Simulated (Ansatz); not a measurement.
# PbSe: the cost of one run

Computed with Ansatz 0.2.0 (DFT PBE+D3(BJ), scalar-relativistic, plane waves, PAW, unless a step's input says otherwise).

That is the level of the relaxation; later steps name their own.

## (1) The structure to begin with

Symmetry: Pnma, No. 62, orthorhombic system. The conventional cell has a = 12.199 Å, b = 4.476 Å, c = 4.764 Å, α = 90.00°, β = 90.00°, γ = 90.00°. Pb (site symmetry m) is surrounded by 3 Se at 2.88 to 3.03 Å. Se (site symmetry m) is surrounded by 3 Pb at 2.88 to 3.03 Å.

Coordinates:

```cif
data_structure
_symmetry_space_group_name_H-M 'Pnma'
_symmetry_Int_Tables_number 62
_cell_length_a 12.1988
_cell_length_b 4.4757
_cell_length_c 4.7641
_cell_angle_alpha 90.000
_cell_angle_beta 90.000
_cell_angle_gamma 90.000
_cell_volume 260.11
loop_
_atom_site_label
_atom_site_type_symbol
_atom_site_symmetry_multiplicity
_atom_site_Wyckoff_symbol
_atom_site_fract_x
_atom_site_fract_y
_atom_site_fract_z
_atom_site_occupancy
Pb1 Pb 4 c 0.12300 0.25000 0.09100 1
Se1 Se 4 c 0.35700 0.25000 0.01600 1
```

(A quick probe on a coarse mesh, which set the mesh and smearing, is not shown.)

## (3) Relaxing cell and atoms

Input file input.yaml:

```yaml
crystal:
  lattice:
    - [12.19875704, 0.0, 0.0]
    - [0.0, 4.4757261, 0.0]
    - [0.0, 0.0, 4.76413804]
  atoms:
    - { symbol: Pb, position: [0.123, 0.25, 0.091] }
    - { symbol: Pb, position: [0.377, 0.75, 0.591] }
    - { symbol: Pb, position: [0.623, 0.25, 0.409] }
    - { symbol: Pb, position: [0.877, 0.75, 0.909] }
    - { symbol: Se, position: [0.357, 0.25, 0.016] }
    - { symbol: Se, position: [0.143, 0.75, 0.516] }
    - { symbol: Se, position: [0.857, 0.25, 0.484] }
    - { symbol: Se, position: [0.643, 0.75, 0.984] }
basis:
  ecutwfc: 420
kpoints:
  mp_grid: { grid: [4, 6, 6] }
hamiltonian:
  xc: pbe
  dispersion: d3bj
scf:
  occupations: { method: gaussian, width: 0.02 }
output:
  forces: true
  stress: true
  eigenvalues: true
  write_density: true
  write_potential: true
  elf: true
  volumetric_format: npy
relax:
  adjacent_minimum: "off"
  f_tol: 0.005
  max_steps: 80
  cell: { stress_tol: 0.05 }
```

The run is started by

```console
> ansatz run input.yaml --threads 4 --pin off --max-ram 10240MiB --backend cpu --events-out ev --progress --plain --runs-dir out
```

Q: Estimate wall time and peak memory on 4 threads of AMD EPYC 9R14 (Zen 4), shared host.

About 2.3 min, with a peak of 1.2 GiB.
